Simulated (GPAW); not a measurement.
# Ge (Fd-3m) in GPAW: reference runs

Reference runs on Ge: the cell as given and a disturbed copy.

Program: GPAW 26.7.0. These are calculated values, not measurements. Logs are shortened: lines on timing, memory, paths and dates and some standing lists are left out, and cuts for length are marked. The log counts tension as positive stress, the text compression.

**Measured values to compare with.**

From “Electronic and optical properties of SixGe1-x-ySny alloys lattice-matched to Ge”, 2021, arxiv:2109.02782, for a bulk crystal of Ge at 300 K: band gap 0.807 eV (direct).

The results are compared with them further down.

## Step 1: The crystal as given

It takes space group Fd-3m (No. 227, cubic). The conventional cell has a = 5.658 Å, b = 5.658 Å, c = 5.658 Å, α = 90.00°, β = 90.00°, γ = 90.00°. Around Ge (site symmetry -43m) lie 4 Ge at 2.45 Å.

## Step 2: Single point, PBE

The input, run.py:

```python
from ase import Atoms
from ase.dft.bandgap import bandgap
from ase.io import write
from ase.units import Bohr, GPa
from gpaw import GPAW, PW
from gpaw.elf import elf_from_dft_calculation

atoms = Atoms(['Ge', 'Ge'],
              cell=[[0.0, 2.82891, 2.82891],
                    [2.82891, 0.0, 2.82891],
                    [2.82891, 2.82891, 0.0]],
              scaled_positions=[[0.75, 0.75, 0.75],
                                [0.5, 0.5, 0.5]],
              pbc=True)

calc = GPAW(mode=PW(600),
            xc='PBE',
            kpts={'size': (8, 8, 8), 'gamma': True},
            occupations={'name': 'fermi-dirac', 'width': 0.05},
            nbands=11,
            convergence={'density': 1e-05, 'energy': 1e-05},
            maxiter=150,
            txt='gpaw.txt')
atoms.calc = calc
energy = atoms.get_potential_energy()
forces = atoms.get_forces()
stress = atoms.get_stress()
calc.write('gs.gpw')
write('result.traj', atoms)
print(f'Energy: {energy:.6f} eV')
print('Forces (eV/A):')
print(forces.round(4))
print('Stress (GPa):', (stress / GPa).round(3))
print('Fermi level:', round(calc.get_fermi_level(), 4), 'eV')
print(f'Gap: {bandgap(calc)[0]:.4f} eV, direct: {bandgap(calc, direct=True)[0]:.4f} eV')

# fields on the real-space grid
write('density.cube', atoms, data=calc.get_pseudo_density() * Bohr**3)
write('potential.cube', atoms, data=calc.get_electrostatic_potential())
write('elf.cube', atoms, data=elf_from_dft_calculation(calc).data)
```

Potentials or basis: GPAW PAW data sets (gpaw-data 1.2.1), pw.

Launch:

```console
$ OMP_NUM_THREADS=1 python run.py
```

gpaw.txt:

```text
__  _  _
 | _ |_)|_||  |
 |__||  | ||/\| - 26.7.0

Input parameters:
  mode=PW(ecut=600.0),
  convergence={'density': 1e-05, 'energy': 1e-05},
  kpts=MonkhorstPack(size=(8, 8, 8), gamma=True),
  maxiter=150,
  nbands=11,
  occupations=Occupations(name='fermi-dirac', width=0.05),
  xc=XC(name='PBE')

Diagonalizing LCAO Hamiltonian
Converting LCAO to pw mode

           Ge

       Ge

Atoms  # Å, Bohr magnetons
|   | symbol |        x |        y |        z |    initial magnetic moments |
|---|--------|----------|----------|----------|-----------------------------|
| 0 |     Ge | 4.243365 | 4.243365 | 4.243365 | ( 0.0000,  0.0000,  0.0000) |
| 1 |     Ge | 2.828910 | 2.828910 | 2.828910 | ( 0.0000,  0.0000,  0.0000) |

Unit cell  # Å
| periodic |        x |        y |        z |  lengths |    angles |
|----------|----------|----------|----------|----------|-----------|
|      yes | 0.000000 | 2.828910 | 2.828910 | 4.000683 | 60.000000 |
|      yes | 2.828910 | 0.000000 | 2.828910 | 4.000683 | 60.000000 |
|      yes | 2.828910 | 2.828910 | 0.000000 | 4.000683 | 60.000000 |

Number of symmetries: 24
Symmetry operations  # r_c * U_cc + t_c -> r_c
|    | kind |            matrix            |
|----|------|------------------------------|
|  0 |  E   |  1, 0, 0,  0, 1, 0,  0, 0, 1 |
|  1 |  σ   |  1, 0, 0,  0, 0, 1,  0, 1, 0 |
|  2 |  σ   |  1, 0,-1,  0, 1,-1,  0, 0,-1 |
|  3 |  C3  |  1, 0,-1,  0, 0,-1,  0, 1,-1 |
|  4 |  C3  |  1,-1, 0,  0,-1, 1,  0,-1, 0 |
|  5 |  σ   |  1,-1, 0,  0,-1, 0,  0,-1, 1 |
|  6 |  σ   |  0, 1, 0,  1, 0, 0,  0, 0, 1 |
|  7 |  C3  |  0, 1, 0,  0, 0, 1,  1, 0, 0 |
|  8 |  C2  |  0, 1,-1,  1, 0,-1,  0, 0,-1 |
|  9 |  S4  |  0, 1,-1,  0, 0,-1,  1, 0,-1 |
| 10 |  C3  |  0, 0, 1,  1, 0, 0,  0, 1, 0 |
| 11 |  σ   |  0, 0, 1,  0, 1, 0,  1, 0, 0 |
| 12 |  S4  |  0, 0,-1,  1, 0,-1,  0, 1,-1 |
| 13 |  C3  |  0, 0,-1,  0, 1,-1,  1, 0,-1 |
| 14 |  S4  |  0,-1, 1,  1,-1, 0,  0,-1, 0 |
| 15 |  C2  |  0,-1, 1,  0,-1, 0,  1,-1, 0 |
| 16 |  C3  |  0,-1, 0,  1,-1, 0,  0,-1, 1 |
| 17 |  S4  |  0,-1, 0,  0,-1, 1,  1,-1, 0 |
| 18 |  S4  | -1, 1, 0, -1, 0, 1, -1, 0, 0 |
| 19 |  C3  | -1, 1, 0, -1, 0, 0, -1, 0, 1 |
| 20 |  C3  | -1, 0, 1, -1, 1, 0, -1, 0, 0 |
| 21 |  S4  | -1, 0, 1, -1, 0, 0, -1, 1, 0 |
| 22 |  σ   | -1, 0, 0, -1, 1, 0, -1, 0, 1 |
| 23 |  C2  | -1, 0, 0, -1, 0, 1, -1, 1, 0 |

BZ-sampling:
  Number of BZ points: 512
  Number of IBZ points: 29

  Monkhorst-Pack size: [8, 8, 8]
  Monkhorst-Pack shift: [0.0625, 0.0625, 0.0625]

K-points  # in reciprocal-cell coordinates
|     |                                coordinates |     weight |
|-----|--------------------------------------------|------------|
|   0 | (  0.00000000,   0.00000000,   0.00000000) | 0.00195312 |
|   1 | (  0.12500000,   0.12500000,   0.00000000) | 0.01171875 |
|   2 | (  0.12500000,   0.12500000,   0.12500000) | 0.01562500 |
|   3 | (  0.25000000,   0.12500000,   0.12500000) | 0.02343750 |
|   4 | (  0.25000000,   0.25000000,   0.00000000) | 0.01171875 |
|   5 | (  0.25000000,   0.25000000,   0.12500000) | 0.04687500 |
|   6 | (  0.25000000,   0.25000000,   0.25000000) | 0.01562500 |
|   7 | (  0.37500000,   0.25000000,  -0.37500000) | 0.04687500 |
|   8 | (  0.37500000,   0.25000000,   0.12500000) | 0.04687500 |
|   9 | (  0.37500000,   0.25000000,   0.25000000) | 0.04687500 |
| ... |                                            |            |
|  28 | (  0.50000000,   0.50000000,   0.50000000) | 0.00781250 |

Plane wave coefficients: 1540
Cutoff: 600.0 eV

Spin-components: 1 (collinear spins)
Bands:           11
Projectors:      10
Spin-degeneracy: 2
Datatype:        complex128

Density:
  Valence electrons: 8.0
  Components: 1
  Grid points: [24 24 24]
  Charge: 0.0  # |e|

Potential:
  Grid points: [24 24 24]

species:
  Ge:
    name:    Germanium
    Z:       32.0
    valence: 4
    core:    28
    charge:  0.0  # [|e|]
    compensation charges:
      type: gauss
      rc: 0.32  # [Å]
      lmax: 2
    cutoffs:
      filter: 1.77  # [Å]
      core: 3.42  # [Å]
    projectors
    | kind |    occ | energy [eV] | rcut [Å] |
    |------|--------|-------------|----------|
    |   4s |  2.000 |     -11.726 |    1.005 |
    |   4p |  2.000 |      -3.896 |    1.005 |
    |    s |        |      15.485 |    1.005 |
    |    p |        |      23.315 |    1.005 |
    |    d |        |       0.000 |    1.005 |

    Using partial waves for Ge as LCAO basis

Reference energy: -114195.275705  # eV

eigensolver:
  PPCG
  Converge bands: occupied
  niter=2

density mixing:
  MSR1-Mixer
  Pratt-step length: 0.05
  Maximum mixing coefficient: 0.75
  Old densities: 10
  SVD Regularization: 0.005
  Good broyden scale: 1.0
  Trust region scale: 1.0
  Backstep threshold: 4.0
  History deletion threshold: 6.0
  Fourier metric: weight=20.0, sigma=0.015

occupation numbers:
  Fermi-Dirac:
    width: 0.0500  # eV

poisson solver:
  ecut: 4800.0  # eV

xc functional:
  name: PBE with 2 nearest neighbor stencil

convergence criteria:
- Maximum integral of absolute [dens]ity change: 1e-05 electrons / valence electron
- Maximum [total energy] change in last 3 cyles: 1e-05 eV / valence electron
- Maximum integral of absolute [eigenst]ate change: 4e-08 eV^2 / valence electron
maximum number of iterations: 150

SCF iterations
|iter     | |      energy | eigst |  dens |
|---------|-|-------------|-------|-------|
|iter:   1| |   -9.029696 | -0.45 |       |
|iter:   2| |   -9.026874 | -2.72 | -0.91 |
|iter:   3| |   -8.995466 | -2.68 | -0.93 |
|iter:   4| |   -8.995498 | -3.59 | -1.53 |
|iter:   5| |   -8.995591 | -5.23 | -2.48 |
|iter:   6| |   -8.995598 | -6.77 | -3.16 |
|iter:   7| |   -8.995599c| -7.89c| -3.75 |
|iter:   8| |   -8.995599c| -8.44c| -5.09c|

Converged in 8 steps
Energy contributions relative to reference atoms: (reference = -114195.275705)

Energy contributions:
  Kinetic:          26.187938
  Coulomb:         -23.369112
  Zero:              0.005492
  External:          0.000000
  Xc:              -11.819580
  Entropy:          -0.000673
  Spinorbit:         0.000000
  ----------------------------
  Free energy:      -8.995935
  Extrapolated:     -8.995599

dipole moment: (3.691372, 3.691372, 3.691372)  # |e|*Ang

Fermi level: 6.044
Eigenvalues  # (at kpt = [0.000, 0.000, 0.000])
| band index |      eig [eV] | occ [0-2] |
|------------|---------------|-----------|
|          0 |        -6.778 |     2.000 |
|          1 |         5.979 |     1.569 |
|          2 |         5.979 |     1.569 |
|          3 |         5.979 |     1.569 |
|          4 |         6.069 |     0.749 |
|          5 |         8.538 |     0.000 |
|          6 |         8.538 |     0.000 |
|          7 |         8.538 |     0.000 |
|          8 |        12.428 |     0.000 |
|          9 |        15.366 |     0.000 |
|         10 |        15.369 |     0.000 |

Gap: 0.090 eV
Transition (v -> c):
  (s=0, k=0, n=3, [0.00, 0.00, 0.00]) -> (s=0, k=0, n=4, [0.00, 0.00, 0.00])
No difference between direct/indirect transitions

Forces  # eV/Ang
|        x |        y |        z |
|----------|----------|----------|
| -0.00000 | -0.00000 |  0.00000 |  # Ge   0
| -0.00000 | -0.00000 | -0.00000 |  # Ge   1

Stress tensor  # eV/Ang^3
|         x |         y |         z |
|-----------|-----------|-----------|
| -0.024333 | -0.000000 |  0.000000 |
| -0.000000 | -0.024333 |  0.000000 |
|  0.000000 |  0.000000 | -0.024333 |

# Writing to gs.gpw (mode='')
```

Wall time 8.7 s (1 thread of Intel Xeon Platinum 8488C (Sapphire Rapids), shared host); peak memory 0.15 GiB.

What came out:

| Item | Value |
| --- | --- |
| Free energy | -8.9959 eV |
| Pressure | 3.9 GPa |
| Band gap on the k mesh | 0.09 eV, direct |

Levels at points of the mesh, in eV from the valence-band top:
```csv
k point,band 1,band 2,band 3,band 4,band 5,band 6,band 7
"(0.00, 0.00, 0.00)",-12.76,0.00,0.00,0.00,0.09,2.56,2.56
"(0.50, 0.50, 0.00)",-8.88,-8.88,-3.07,-3.07,0.74,0.74,9.54
"(0.50, 0.50, 0.50)",-10.68,-7.59,-1.40,-1.40,0.20,3.75,3.75
```

## Step 3: Single point, PBE (atoms moved at random, drawn with an rms of 0.05 Å)

The input, run.py:

```python
from ase.dft.bandgap import bandgap
from ase.io import read, write
from ase.units import GPa
from gpaw import GPAW, PW

atoms = read('POSCAR')

calc = GPAW(mode=PW(600),
            xc='PBE',
            kpts={'size': (8, 8, 8), 'gamma': True},
            occupations={'name': 'fermi-dirac', 'width': 0.05},
            nbands=11,
            convergence={'density': 1e-05, 'energy': 1e-05},
            maxiter=150,
            txt='gpaw.txt')
atoms.calc = calc
energy = atoms.get_potential_energy()
forces = atoms.get_forces()
stress = atoms.get_stress()
calc.write('gs.gpw')
write('result.traj', atoms)
print(f'Energy: {energy:.6f} eV')
print('Forces (eV/A):')
print(forces.round(4))
print('Stress (GPa):', (stress / GPa).round(3))
print('Fermi level:', round(calc.get_fermi_level(), 4), 'eV')
print(f'Gap: {bandgap(calc)[0]:.4f} eV, direct: {bandgap(calc, direct=True)[0]:.4f} eV')
```

The input, POSCAR:

```
Ge
1.0
    0.0000000000      2.8289100000      2.8289100000
    2.8289100000      0.0000000000      2.8289100000
    2.8289100000      2.8289100000      0.0000000000
Ge
2
Direct
    0.7609660000      0.7332560000      0.7533390000
    0.4934450000      0.4893950000      0.5101500000
```

Potentials or basis: GPAW PAW data sets (gpaw-data 1.2.1), pw.

Launch:

```console
$ OMP_NUM_THREADS=1 python run.py
```

Wall time 55 s (1 thread of Intel Xeon Platinum 8488C (Sapphire Rapids), shared host); peak memory 0.28 GiB.

It converged, with:

```yaml
Free_energy: -8.9755 eV
Pressure: 4.1 GPa
Largest_force: 0.735 eV/Å
Band_gap_on_the_k_mesh: none (metal or under the smearing width)
```

Forces in eV/Å, atoms in the order of the input:
```
Ge   0.461 -0.395 -0.414
Ge  -0.461  0.395  0.414
```

Stress tensor (GPa, compression positive):
```
 4.05 -1.19 -1.13
-1.19  4.07  1.34
-1.13  1.34  4.06
```

Levels at points of the mesh, in eV from the Fermi level:
| k point | band 2 | band 3 | band 4 | band 5 | band 6 | band 7 |
| --- | --- | --- | --- | --- | --- | --- |
| (0.00, 0.00, 0.00) | -0.41 | -0.01 | 0.04 | 0.08 | 2.32 | 2.35 |
| (0.00, 0.00, 0.50) | -7.58 | -1.68 | -1.35 | 0.04 | 3.38 | 3.85 |
| (0.00, 0.50, 0.00) | -7.59 | -1.68 | -1.35 | 0.05 | 3.38 | 3.85 |
| (0.00, 0.50, 0.50) | -8.85 | -3.22 | -3.12 | 0.53 | 0.75 | 9.36 |
| (0.50, 0.00, 0.00) | -7.99 | -1.49 | -1.46 | 0.25 | 3.70 | 3.74 |
| (0.50, 0.00, 0.50) | -8.87 | -3.21 | -3.13 | 0.55 | 0.73 | 9.37 |
| (0.50, 0.50, 0.00) | -8.87 | -3.21 | -3.13 | 0.54 | 0.74 | 9.37 |
| (0.50, 0.50, 0.50) | -7.61 | -1.68 | -1.34 | 0.06 | 3.38 | 3.87 |

## Step 4: Equation of state, PBE

The input, run.py:

```python
from ase import Atoms
from ase.eos import EquationOfState
from ase.io import Trajectory
from ase.units import GPa
from gpaw import GPAW, PW

atoms = Atoms(['Ge', 'Ge'],
              cell=[[0.0, 2.82891, 2.82891],
                    [2.82891, 0.0, 2.82891],
                    [2.82891, 2.82891, 0.0]],
              scaled_positions=[[0.75, 0.75, 0.75],
                                [0.5, 0.5, 0.5]],
              pbc=True)

traj = Trajectory('eos.traj', 'w')
volumes, energies = [], []
for x in [0.94, 0.96, 0.98, 1.0, 1.02, 1.04, 1.06]:
    a = atoms.copy()
    a.set_cell(atoms.cell * x**(1 / 3), scale_atoms=True)
    calc = GPAW(mode=PW(600),
                xc='PBE',
                kpts={'size': (8, 8, 8), 'gamma': True},
                occupations={'name': 'fermi-dirac', 'width': 0.05},
                nbands=11,
                convergence={'density': 1e-05, 'energy': 1e-05},
                maxiter=150,
                txt=f'eos-{x:.2f}.txt')
    a.calc = calc
    energies.append(a.get_potential_energy(force_consistent=True))
    volumes.append(a.get_volume())
    p = -a.get_stress()[:3].mean() / GPa
    calc.write(f'eos-{x:.2f}.gpw')
    traj.write(a)
    print(f'{x:.2f} {volumes[-1]:10.4f} A^3 {energies[-1]:14.6f} eV {p:9.3f} GPa', flush=True)

v0, e0, B = EquationOfState(volumes, energies, eos='birchmurnaghan').fit()
print(f'V0 = {v0:.4f} A^3, E0 = {e0:.6f} eV, B0 = {B / GPa:.2f} GPa')
```

Potentials or basis: GPAW PAW data sets (gpaw-data 1.2.1), pw.

Launch:

```console
$ OMP_NUM_THREADS=1 python run.py
```

Log:

```text
__  _  _
 | _ |_)|_||  |
 |__||  | ||/\| - 26.7.0

Input parameters:
  mode=PW(ecut=600.0),
  convergence={'density': 1e-05, 'energy': 1e-05},
  kpts=MonkhorstPack(size=(8, 8, 8), gamma=True),
  maxiter=150,
  nbands=11,
  occupations=Occupations(name='fermi-dirac', width=0.05),
  xc=XC(name='PBE')

Diagonalizing LCAO Hamiltonian
Converting LCAO to pw mode

           Ge

       Ge

Atoms  # Å, Bohr magnetons
|   | symbol |        x |        y |        z |    initial magnetic moments |
|---|--------|----------|----------|----------|-----------------------------|
| 0 |     Ge | 4.156741 | 4.156741 | 4.156741 | ( 0.0000,  0.0000,  0.0000) |
| 1 |     Ge | 2.771161 | 2.771161 | 2.771161 | ( 0.0000,  0.0000,  0.0000) |

Unit cell  # Å
| periodic |        x |        y |        z |  lengths |    angles |
|----------|----------|----------|----------|----------|-----------|
|      yes | 0.000000 | 2.771161 | 2.771161 | 3.919013 | 60.000000 |
|      yes | 2.771161 | 0.000000 | 2.771161 | 3.919013 | 60.000000 |
|      yes | 2.771161 | 2.771161 | 0.000000 | 3.919013 | 60.000000 |

Number of symmetries: 24
Symmetry operations  # r_c * U_cc + t_c -> r_c
|    | kind |            matrix            |
|----|------|------------------------------|
|  0 |  E   |  1, 0, 0,  0, 1, 0,  0, 0, 1 |
|  1 |  σ   |  1, 0, 0,  0, 0, 1,  0, 1, 0 |
|  2 |  σ   |  1, 0,-1,  0, 1,-1,  0, 0,-1 |
|  3 |  C3  |  1, 0,-1,  0, 0,-1,  0, 1,-1 |
|  4 |  C3  |  1,-1, 0,  0,-1, 1,  0,-1, 0 |
|  5 |  σ   |  1,-1, 0,  0,-1, 0,  0,-1, 1 |
|  6 |  σ   |  0, 1, 0,  1, 0, 0,  0, 0, 1 |
[... 111 lines left out ...]
  name: PBE with 2 nearest neighbor stencil

convergence criteria:
- Maximum integral of absolute [dens]ity change: 1e-05 electrons / valence electron
- Maximum [total energy] change in last 3 cyles: 1e-05 eV / valence electron
- Maximum integral of absolute [eigenst]ate change: 4e-08 eV^2 / valence electron
maximum number of iterations: 150

SCF iterations
|iter     | |      energy | eigst |  dens |
|---------|-|-------------|-------|-------|
|iter:   1| |   -8.930949 | -0.45 |       |
|iter:   2| |   -8.926263 | -2.71 | -0.90 |
|iter:   3| |   -8.884528 | -2.57 | -0.92 |
|iter:   4| |   -8.884635 | -3.46 | -1.53 |
|iter:   5| |   -8.884728 | -5.18 | -2.44 |
|iter:   6| |   -8.884733 | -6.77 | -3.20 |
|iter:   7| |   -8.884733c| -7.87c| -3.73 |
|iter:   8| |   -8.884733c| -8.41c| -5.06c|

Converged in 8 steps
Energy contributions relative to reference atoms: (reference = -114195.275705)

Energy contributions:
  Kinetic:          34.564793
  Coulomb:         -30.333039
  Zero:              0.006594
  External:          0.000000
  Xc:              -13.123003
  Entropy:          -0.000156
  Spinorbit:         0.000000
  ----------------------------
  Free energy:      -8.884812
  Extrapolated:     -8.884733

dipole moment: (3.732997, 3.732997, 3.732997)  # |e|*Ang

Fermi level: 6.852
Eigenvalues  # (at kpt = [0.000, 0.000, 0.000])
| band index |      eig [eV] | occ [0-2] |
|------------|---------------|-----------|
|          0 |        -6.579 |     2.000 |
|          1 |         6.668 |     1.950 |
|          2 |         6.668 |     1.950 |
|          3 |         6.668 |     1.950 |
|          4 |         7.347 |     0.000 |
|          5 |         9.249 |     0.000 |
|          6 |         9.249 |     0.000 |
|          7 |         9.249 |     0.000 |
|          8 |        13.266 |     0.000 |
|          9 |        16.208 |     0.000 |
|         10 |        16.212 |     0.000 |

Gap: 0.401 eV
Transition (v -> c):
  (s=0, k=0, n=3, [0.00, 0.00, 0.00]) -> (s=0, k=28, n=4, [0.50, 0.50, 0.50])
Direct/indirect transitions are different
Direct gap: 0.678 eV
Transition at: (s=0, k=0, n=3, [0.00, 0.00, 0.00])

Stress tensor  # eV/Ang^3
|         x |         y |         z |
|-----------|-----------|-----------|
| -0.059204 |  0.000000 |  0.000000 |
|  0.000000 | -0.059204 | -0.000000 |
|  0.000000 | -0.000000 | -0.059204 |

# Writing to eos-0.94.gpw (mode='')
```

eos-0.96.txt:

```text
SCF iterations
|iter     | |      energy | eigst |  dens |
|---------|-|-------------|-------|-------|
|iter:   1| |   -8.974271 | -0.45 |       |
|iter:   2| |   -8.970268 | -2.71 | -0.90 |
|iter:   3| |   -8.932296 | -2.61 | -0.92 |
|iter:   4| |   -8.932384 | -3.51 | -1.53 |
|iter:   5| |   -8.932476 | -5.20 | -2.45 |
[... 39 lines left out ...]
  (s=0, k=0, n=3, [0.00, 0.00, 0.00]) -> (s=0, k=28, n=4, [0.50, 0.50, 0.50])
Direct/indirect transitions are different
Direct gap: 0.475 eV
Transition at: (s=0, k=0, n=3, [0.00, 0.00, 0.00])

Stress tensor  # eV/Ang^3
|         x |         y |         z |
|-----------|-----------|-----------|
| -0.046166 |  0.000000 |  0.000000 |
|  0.000000 | -0.046166 | -0.000000 |
|  0.000000 | -0.000000 | -0.046166 |

# Writing to eos-0.96.gpw (mode='')
```

Run time: 48 s. Hardware: 1 thread of Intel Xeon Platinum 8488C (Sapphire Rapids), shared host; peak memory 0.24 GiB.

What came out:

```yaml
Equilibrium_volume: "24.00 Å³/atom (rough: see the caveat)"
Bulk_modulus: 58 GPa (rough)
```

Energy against volume, from the lowest point:
```tsv
volume (Å³/atom)	energy (meV/atom)
21.281	71.32
21.733	47.43
22.186	29.11
22.639	15.76
23.092	6.72
23.545	1.58
23.997	0.00
```

Caveat: the minimum lies outside the volumes run.

## Step 5: The runs side by side

| task | cell | gap on the mesh (eV) | pressure (GPa) |
| --- | --- | --- | --- |
| single point | as given | 0.09 | 3.9 |
| single point | atoms moved at random, drawn with an rms of 0.05 Å | none | 4.1 |
| equation of state | as given | - | - |

Alike in all rows: level PBE; potentials or basis GPAW PAW data sets (gpaw-data 1.2.1), pw; no spin polarisation; k mesh 8 × 8 × 8; cutoff (eV) 600; smearing fermi-dirac 0.05 eV.

Caveats: the minimum lies outside the volumes run (some runs).

Absolute energies hang on the potentials; compare differences alone.

## Step 6: Against experiment

Step 2. Measured gap of Ge: 0.807 eV (direct; 300 K; “Electronic and optical properties of SixGe1-x-ySny alloys lattice-matched to Ge”, 2021, arxiv:2109.02782). This calculation gives 0.09 eV (-0.72 eV). 3 values of this kind are on record (0.666 to 0.807 eV); this one was drawn at random among those near their median. Spin-orbit coupling on Ge is left out. The value is that of PBE on a finite k mesh, which can miss the band edges, without temperature or zero-point motion. Semilocal functionals fall short of measured gaps as a rule.
